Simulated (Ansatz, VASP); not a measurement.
# One calculation of MgO, two programs

```
Mg O
1.0
     1.54301   -4.06536    0.00000
     1.54301    4.06536    0.00000
     0.00000    0.00000    3.07290
Mg O
2 2
Direct
  0.35440 0.64560 0.75000
  0.64560 0.35440 0.25000
  0.07760 0.92240 0.75000
  0.92240 0.07760 0.25000
```

Alike in both runs: task single point; functional PBE; k mesh 6 × 6 × 6; occupations gaussian, width 0.1 eV; no spin polarisation.

|  | VASP | Ansatz |
| --- | --- | --- |
| version | VASP 6.6.1 | Ansatz 0.2.0 |
| potentials or method | VASP PAW PBE potentials, release 64 (Mg, O) | scalar-relativistic, plane waves, PAW |
| plane-wave cutoff (eV) | 520 | 420 |
| valence electrons in the cell | 16 | 32 |

|  | VASP | Ansatz | Ansatz less VASP |
| --- | --- | --- | --- |
| gap on the k mesh at the Fermi level (eV) | 0.27 | 0.30 | +0.024 |
| least direct gap on the mesh (eV) | 0.38 | 0.40 | +0.021 |
| pressure (GPa) | 17.4 | 18.0 | +0.61 |
| largest component of the traceless stress (GPa) | 44.90 | 44.82 | -0.077 |
| rms of the force components (eV/Å) | 3.594 | 3.597 | +0.0030 |

Atom by atom the forces differ by 0.008 eV/Å (rms over components). The functional is the same, so the differences come from potentials, cutoffs and numerics. The two sets of potentials don't hold the same shells in valence.

Caveats: so large a pressure means that the cell lies far from this level's equilibrium, or that cutoff or potentials fall short (VASP); forces of over 1 eV/Å show positions far from the minimum, so gaps and moduli don't describe the material at rest.
